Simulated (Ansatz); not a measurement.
BaTiO3:

```xyz
5
Lattice="3.9998 0.0000 0.0000 0.0000 3.9998 0.0000 0.0000 0.0000 4.0180" Properties=species:S:1:pos:R:3 pbc="T T T"
Ba    0.0000    0.0000    0.0000
Ti    1.9999    1.9999    1.9688
O     0.0000    1.9999    2.0773
O     1.9999    0.0000    2.0773
O     1.9999    1.9999    0.0763
```

| Quantity | Value |
| --- | --- |
| Program | Ansatz 0.2.0 |
| Task | relaxation of cell and atoms |
| Functional | revPBE |
| Potentials or basis | Ansatz PAW |
| Cutoff | 420 eV (not typed: the program's choice for these potentials) |
| k mesh | 7 × 7 × 7 |
| Occupations | fermi-dirac, width 0.05 eV |
| Spin | no spin polarisation |

At the start: volume 12.86 Å³/atom.

**Question.** How do energy, volume and symmetry change on relaxing?

**Answer.** It ends after 19 steps and the volume is 13.86 Å³/atom (+7.8 %); space group P4mm (No. 99, to 0.05 Å).

The path:
```csv
step,energy change (eV),largest force (eV/Å),volume (Å³)
1,0.0000,0.2969,64.28
2,-0.0356,0.4580,66.76
3,-0.0389,0.3691,66.70
4,-0.0454,0.3593,66.65
5,-0.0620,0.2782,67.29
6,-0.0777,0.1168,68.06
7,-0.0779,0.0565,68.16
8,-0.0780,0.0143,68.21
9,-0.0781,0.0003,68.20
10,-0.1001,0.0022,68.20
11,-0.1015,0.0076,68.77
12,-0.1011,0.0133,69.05
13,-0.1009,0.0152,69.13
14,-0.1009,0.0022,69.12
15,-0.1043,0.0017,69.12
16,-0.1041,0.0031,69.24
17,-0.1045,0.0032,69.24
18,-0.1044,0.0011,69.30
19,-0.1045,0.0010,69.30
```

Final structure:
```
Ba Ti O
1.0
     3.99011    0.00000    0.00000
     0.00000    3.99011    0.00000
     0.00000    0.00000    4.35287
Ba Ti O
1 1 3
Direct
  0.00000 0.00000 0.97855
  0.50000 0.50000 0.46474
  0.00000 0.50000 0.52380
  0.50000 0.00000 0.52380
  0.50000 0.50000 0.05210
```

Caveat: the plane-wave basis is chosen anew once the cell has moved, so the energies of steps on either side of that aren't comparable; the pressure holds a Pulay correction of +0.5 GPa for the finite cutoff; the PAW data sets come from PBE, with cores solved anew for the run's functional, which leaves a small shift of forces and pressure.
